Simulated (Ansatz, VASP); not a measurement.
# Cross-check of Ga48O71 (V_O) between VASP and Ansatz, part 2 of 2

Aim: how closely do two programs agree when they are given the same cell, functional and k mesh? The cell is taken from a series of runs on this material, whose earlier steps may have relaxed, scaled, displaced or heated it; both programs get it as it stands.

VASP 6.6.1 and Ansatz 0.2.0.

So far. Step 2 (VASP: single point, PBEsol, pair 1): The run ends at a pressure of 0.07 GPa, with forces up to 0.45 eV/Å.

## Step 5: VASP: single point, PBEsol, pair 2

Level of this step: PBEsol; plane waves and PAW (Ga_d, O) (VASP).

A single point gives forces, pressure and levels at one fixed geometry, so differences don't come from the geometry; what else differs is listed under the comparison. This pair takes another cell of the material, with 120 atoms against 119 for the pair before.

File INCAR:

```
SYSTEM = Ga2O3
PREC = Accurate
ENCUT = 520
EDIFF = 1E-06
NELM = 120
ISMEAR = -1
SIGMA = 0.01
LREAL = Auto
ALGO = Normal
GGA = PS
NBANDS = 624
LORBIT = 11
LWAVE = .FALSE.
LCHARG = .FALSE.
ISIF = 2
LASPH = .TRUE.
GGA_COMPAT = .FALSE.
EFERMI = MIDGAP
NCORE = 4
```

File POSCAR:

```
Ga2O3
1.0
   12.2779581966      0.0000000000      0.0078688676
    0.0000000000      9.1418946025      0.0000000000
   -2.7604537593      0.0000000000     11.2879152185
Ga O
48 72
Direct
    0.3412800000      0.0000000000      0.3427200000
    0.8412800000      0.1666666667      0.3427200000
    0.1587200000      0.1666666667      0.1572800000
    0.6587200000      0.0000000000      0.1572800000
    0.4094900000      0.1666666667      0.1023000000
    0.9094900000      0.0000000000      0.1023000000
    0.0905100000      0.0000000000      0.3977000000
    0.5905100000      0.1666666667      0.3977000000
    0.3412800000      0.0000000000      0.8427200000
    0.8412800000      0.1666666667      0.8427200000
    0.1587200000      0.1666666667      0.6572800000
    0.6587200000      0.0000000000      0.6572800000
    0.4094900000      0.1666666667      0.6023000000
    0.9094900000      0.0000000000      0.6023000000
    0.0905100000      0.0000000000      0.8977000000
    0.5905100000      0.1666666667      0.8977000000
    0.3412800000      0.3333333333      0.3427200000
    0.8412800000      0.5000000000      0.3427200000
    0.1587200000      0.5000000000      0.1572800000
    0.6587200000      0.3333333333      0.1572800000
    0.4094900000      0.5000000000      0.1023000000
    0.9094900000      0.3333333333      0.1023000000
    0.0905100000      0.3333333333      0.3977000000
    0.5905100000      0.5000000000      0.3977000000
    0.3412800000      0.3333333333      0.8427200000
    0.8412800000      0.5000000000      0.8427200000
    0.1587200000      0.5000000000      0.6572800000
    0.6587200000      0.3333333333      0.6572800000
    0.4094900000      0.5000000000      0.6023000000
    0.9094900000      0.3333333333      0.6023000000
[... 84 atom lines left out ...]
    0.1732100000      0.6666666667      0.7813800000
    0.6732100000      0.8333333333      0.7813800000
    0.1652700000      0.6666666667      0.5547600000
    0.6652700000      0.8333333333      0.5547600000
    0.3347300000      0.8333333333      0.9452400000
    0.8347300000      0.6666666667      0.9452400000
```

File KPOINTS:

```
Automatic mesh
0
Gamma
1 1 1
0 0 0
```

The projector-augmented-wave data sets are Ga_d and O (PBE family, release 64).

Started as:

```console
> mpirun -np 16 vasp_gam
```

Numbers of over 12 decimals in the logs are rounded to 6 here.

Log:

```text
[banner, memory and clock lines left out]
running   16 mpi-ranks, on    1 nodes
[...]
[... a notice as in an earlier step ...]

 LDA part: xc-table for (Slater+PW92), standard interpolation
 POSCAR, INCAR and KPOINTS ok, starting setup
[...]
entering main loop
       N       E                     dE             d eps       ncg     rms          rms(c)
DAV:   1     0.306121738952E+05    0.30612E+05   -0.39443E+05  1416   0.343E+03
DAV:   2     0.750301548223E+04   -0.23109E+05   -0.22013E+05  1248   0.958E+02
DAV:   3     0.388125034222E+03   -0.71149E+04   -0.65925E+04  1664   0.374E+02
DAV:   4    -0.783728741223E+03   -0.11719E+04   -0.11464E+04  1608   0.158E+02
[...]
DAV:  16    -0.764997777251E+03   -0.71307E-05   -0.62006E-05  1592   0.204E-02    0.206E-02
DAV:  17    -0.764997771623E+03    0.56281E-05   -0.24354E-05  1656   0.134E-02    0.671E-03
DAV:  18    -0.764997772510E+03   -0.88703E-06   -0.78754E-06  1352   0.810E-03
   1 F= -.76499777E+03 E0= -.76499777E+03  d E =0.000000E+00
```

OUTCAR, selected parts (step 5):

```text
  FREE ENERGIE OF THE ION-ELECTRON SYSTEM (eV)
  ---------------------------------------------------
  free  energy   TOTEN  =      -764.9977725104 eV

  energy  without entropy=     -764.9977725104  energy(sigma->0) =     -764.99777251
```

The run ends at a pressure of 0.31 GPa, with forces up to 0.039 eV/Å.

## Step 6: Ansatz: single point, PBEsol, pair 2

The same cell, functional, mesh and smearing now go to Ansatz.

The cell is taken from a series of runs on this material, whose earlier steps may have relaxed, scaled, displaced or heated it; both programs get it as it stands.

File input.yaml:

```yaml
crystal:
  lattice:
    - [12.2779581966, 0.0, 0.0078688676]
    - [0.0, 9.1418946025, 0.0]
    - [-2.7604537593, 0.0, 11.2879152185]
  atoms:
    - { symbol: Ga, position: [0.3412764858, 0.0, 0.3427201886] }
    - { symbol: Ga, position: [0.8412764858, 0.1666666667, 0.3427201886] }
    - { symbol: Ga, position: [0.1587235142, 0.1666666667, 0.1572798114] }
    - { symbol: Ga, position: [0.6587235142, 0.0, 0.1572798114] }
    - { symbol: Ga, position: [0.4094922641, 0.1666666667, 0.1023013088] }
    - { symbol: Ga, position: [0.9094922641, 0.0, 0.1023013088] }
    - { symbol: Ga, position: [0.0905077359, 0.0, 0.3976986912] }
    - { symbol: Ga, position: [0.5905077359, 0.1666666667, 0.3976986912] }
    - { symbol: O, position: [0.0037884346, 0.1666666667, 0.3720424594] }
    - { symbol: O, position: [0.5037884346, 0.0, 0.3720424594] }
    - { symbol: O, position: [0.4962115654, 0.0, 0.1279575406] }
    - { symbol: O, position: [0.9962115654, 0.1666666667, 0.1279575406] }
    - { symbol: O, position: [0.3267873152, 0.1666666667, 0.2186196626] }
    - { symbol: O, position: [0.8267873152, 0.0, 0.2186196626] }
    - { symbol: O, position: [0.1732126848, 0.0, 0.2813803374] }
    - { symbol: O, position: [0.6732126848, 0.1666666667, 0.2813803374] }
    - { symbol: O, position: [0.1652740744, 0.0, 0.0547632684] }
    - { symbol: O, position: [0.6652740744, 0.1666666667, 0.0547632684] }
    - { symbol: O, position: [0.3347259256, 0.1666666667, 0.4452367316] }
    - { symbol: O, position: [0.8347259256, 0.0, 0.4452367316] }
    - { symbol: Ga, position: [0.3412764858, 0.0, 0.8427201886] }
    - { symbol: Ga, position: [0.8412764858, 0.1666666667, 0.8427201886] }
    - { symbol: Ga, position: [0.1587235142, 0.1666666667, 0.6572798114] }
    - { symbol: Ga, position: [0.6587235142, 0.0, 0.6572798114] }
    - { symbol: Ga, position: [0.4094922641, 0.1666666667, 0.6023013088] }
    - { symbol: Ga, position: [0.9094922641, 0.0, 0.6023013088] }
    - { symbol: Ga, position: [0.0905077359, 0.0, 0.8976986912] }
    - { symbol: Ga, position: [0.5905077359, 0.1666666667, 0.8976986912] }
    - { symbol: O, position: [0.0037884346, 0.1666666667, 0.8720424594] }
    - { symbol: O, position: [0.5037884346, 0.0, 0.8720424594] }
[... 84 atom lines left out ...]
    - { symbol: O, position: [0.1732126848, 0.6666666667, 0.7813803374] }
    - { symbol: O, position: [0.6732126848, 0.8333333333, 0.7813803374] }
    - { symbol: O, position: [0.1652740744, 0.6666666667, 0.5547632684] }
    - { symbol: O, position: [0.6652740744, 0.8333333333, 0.5547632684] }
    - { symbol: O, position: [0.3347259256, 0.8333333333, 0.9452367316] }
    - { symbol: O, position: [0.8347259256, 0.6666666667, 0.9452367316] }
basis:
  ecutwfc: 420
  xc_grid: 2
hamiltonian:
  xc: pbesol
  pseudopotentials: { kind: paw, azcp: { folder: soft_1 }, xc_functional: pbe }
kpoints:
  mp_grid: { grid: [1, 1, 1] }
scf:
  occupations: { method: fermi_dirac, width: 0.01 }
  max_iter: 100
  lower_state_search: "off"
checkpoint:
  write: "../pristine.sampling_gamma.run"
  compress: false
  write_wavefunctions: false
  write_every: 100000
```

Started as:

```console
> ansatz run input.yaml --threads 32 --pin off --max-ram 84787MiB --backend cuda --events-out ev --progress --plain --runs-dir out --max-vram 78GiB
```

Log:

```text
[...]
GPU FFT provider: cuFFT
GPU libraries: cuBLAS 13.8.1, cuFFT 12.4.0, cuSOLVER 12.3.2
[...]
Crystal: 120 atoms, lattice volume = 1267.197 Å³
Basis set: ecut = 420 eV, 24771 PW (Γ), exchange–correlation on 180×128×160 points (8 copies of the dense FFT grid, shifted against one another)
Bands: 648, of which v1, the nominal top of the filled ones, is band 528 counted from 1 (527 counted from 0)
[...]
SCF iter  10: F=-220100.603182 eV  HF=-220100.603182 eV  |Δ(HF+E_count)|=   5.29e-7  Δρ=2.03e-6  dr2=4.69e-8  Hψ=1599
SCF 1 converged in 10 iterations: F = -220100.603182 eV  dr2 = 4.69e-8
[...]
SCF converged after 10 iterations
Free energy (F): -220100.603182 eV
[...]
Internal energy: -220100.603182 eV  (E = F + TS)
E sigma→0 (E₀):  -220100.603182 eV
Fermi energy:    9.025698 eV
[...]
```

## Step 7: Comparison

Compared:

```tsv
quantity	Ansatz	VASP	difference
gap on the k mesh (eV)	2.228	2.224	+0.004
```

A gap on the mesh is an upper bound, since the band edges may lie between its points.

## Step 8: Summary of results

```
r.m.s. force difference (single point, PBEsol, pair 1)         : 8.2 meV/Å
difference in gap on the k mesh (single point, PBEsol, pair 2) : 0.0036 eV
```

**Reading.** The r.m.s. force difference is 8.2 meV/Å (single point, PBEsol, pair 1), within the 12 meV/Å picked in this series as the mark of a large difference. How closely two codes agree says nothing of how well the functional describes the real material.

[Lines on the potential files, build, host, timing and source positions are cut from VASP's logs without a mark.]

[Logs are printed without paths, hosts, clocks, repeated set-up lines and the standing remarks that a program may print on its own settings, such as how far it seeks lower states.]

[Hosts, paths, dates, database ids (printed as entryN), source tags and the programs' standing remarks are cut or masked in the printed files.]
